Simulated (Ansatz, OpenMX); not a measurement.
This is a calculation of Pb (Lead) for OpenMX 3.8.5. The given cell was strained at random by a few per cent at fixed volume. 

File Pb.dat:

```
System.CurrrentDirectory             ./
System.Name                          Pb
DATA.PATH                            ./DFT_DATA13
level.of.stdout                      1
level.of.fileout                     0
Species.Number                       1
<Definition.of.Atomic.Species
  Pb  Pb8.0-s3p2d2f1         Pb_PBE13
Definition.of.Atomic.Species>

Atoms.Number                         1
Atoms.SpeciesAndCoordinates.Unit     FRAC
<Atoms.SpeciesAndCoordinates
    1  Pb   -0.0123650000    0.0070870000    0.0165600000   7.000  7.000
Atoms.SpeciesAndCoordinates>

Atoms.UnitVectors.Unit               Ang
<Atoms.UnitVectors
    -0.0069630000    2.4696840000    2.4484290000
     2.4475870000   -0.0269830000    2.4684490000
     2.4538240000    2.4959410000   -0.0332200000
Atoms.UnitVectors>

scf.XcType                           GGA-PBE
scf.SpinPolarization                 off
scf.ElectronicTemperature            580.226
scf.energycutoff                     260.0
scf.maxIter                          100
scf.EigenvalueSolver                 band
scf.Kgrid                            9 9 9
scf.Mixing.Type                      rmm-diisk
scf.Init.Mixing.Weight               0.05
scf.Min.Mixing.Weight                0.001
scf.Max.Mixing.Weight                0.3
scf.Mixing.History                   25
scf.Mixing.StartPulay                8
scf.criterion                        1.0e-8
scf.stress.tensor                    on
MD.Type                              nomd
```

Potentials or basis: OpenMX 2013 PBE set, Pb8.0-s3p2d2f1, grid cutoff 260 Ry.

Launch:

```sh
$ openmx Pb.dat -nt 1 > Pb.std
```

Task: Set up the same calculation for Ansatz 0.2.0. Potentials or basis there: Ansatz PAW, cutoff 420 eV.

Result: As run (cutoffs and basis follow the program's own potentials, and thresholds, step limits or extra output files can differ):

input.yaml

```yaml
crystal:
  lattice:
    - [-0.006963, 2.469684, 2.448429]
    - [2.447587, -0.026983, 2.468449]
    - [2.453824, 2.495941, -0.03322]
  atoms:
    - { symbol: Pb, position: [-0.012365, 0.007087, 0.01656] }
hamiltonian:
  xc: pbe
  pseudopotentials: { kind: paw }
kpoints:
  mp_grid: { grid: [9, 9, 9] }
scf:
  occupations: { method: fermi_dirac, width: 0.05 }
output:
  forces: true
  stress: true
  eigenvalues: true
```

Potentials or basis: Ansatz PAW.

Run with:

```bash
$ ansatz run input.yaml --threads 1 --pin off --max-ram 3584MiB --backend cpu --events-out ev --progress --plain --runs-dir out
```

Both were run:

|  | OpenMX | Ansatz |
| --- | --- | --- |
| Pressure | 3.0 GPa | 2.3 GPa |

Ansatz's pressure holds a Pulay term of +0.02 GPa for its cutoff of 420 eV, which the other run lacks.

Where Ansatz's input types no cutoff or centring, it takes its own default and a Γ-centred mesh.

Pressure is positive in compression.
